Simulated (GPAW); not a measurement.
The system is Cu.

```
CELL_PARAMETERS angstrom
2.53076 0.00000 0.00000
-1.26538 2.19171 0.00000
0.00000 0.00000 8.26182
ATOMIC_POSITIONS crystal
Cu 0.66667 0.33333 0.75000
Cu 0.00000 0.00000 0.50000
Cu 0.33333 0.66667 0.25000
Cu 0.00000 0.00000 0.00000
```

This isn't the form of Cu at room conditions, which is fcc.

```yaml
Program: GPAW 26.7.0
Task: relaxation of cell and atoms
Functional: PBEsol
Dispersion: D3(BJ)
Potentials_or_basis: PAW data sets generated in the run's folder for this functional
Cutoff: 600 eV
Basis: pw
k_mesh: 8 × 8 × 2
Occupations: fermi-dirac, width 0.05 eV
Spin: no spin polarisation
```

At the start: pressure -7.2 GPa; volume 11.46 Å³/atom.

Problem. How do energy, volume and symmetry change on relaxing?

Solution. Over 9 steps the energy falls by 12.7 meV/atom and the volume is 10.98 Å³/atom (-4.2 %); space group P6_3/mmc (No. 194, to 0.05 Å).

The path:
```csv
step,energy change (eV),largest force (eV/Å),pressure (GPa),volume (Å³)
1,0.0000,0.0000,-7.15,45.83
2,-0.0105,0.0000,-6.33,45.58
3,-0.0446,0.0000,0.71,43.74
4,-0.0452,0.0000,0.19,43.86
5,-0.0458,0.0000,-0.08,43.92
6,-0.0477,0.0000,-0.61,44.05
7,-0.0498,0.0000,-0.69,44.07
8,-0.0509,0.0000,-0.33,43.99
9,-0.0509,0.0000,-0.07,43.92
```

Final structure:
```cif
data_structure
_symmetry_space_group_name_H-M 'P 1'
_symmetry_Int_Tables_number 1
_cell_length_a 2.5153
_cell_length_b 2.5153
_cell_length_c 8.0164
_cell_angle_alpha 90.000
_cell_angle_beta 90.000
_cell_angle_gamma 120.000
_cell_volume 43.92
loop_
_atom_site_label
_atom_site_type_symbol
_atom_site_fract_x
_atom_site_fract_y
_atom_site_fract_z
_atom_site_occupancy
Cu1 Cu 0.66667 0.33333 0.75000 1
Cu2 Cu 0.00000 0.00000 0.50000 1
Cu3 Cu 0.33333 0.66667 0.25000 1
Cu4 Cu 0.00000 0.00000 0.00000 1
```

Caveat: the k mesh is coarse (spacing up to 0.38 Å⁻¹), so the values aren't converged; with this Cu data set, volumes or pressures lay over 1.5 % or 2 GPa off other programs in two to four cells of ten; later steps reuse the first step's grids; pairwise dispersion overbinds metals, which lowers pressure and volume.
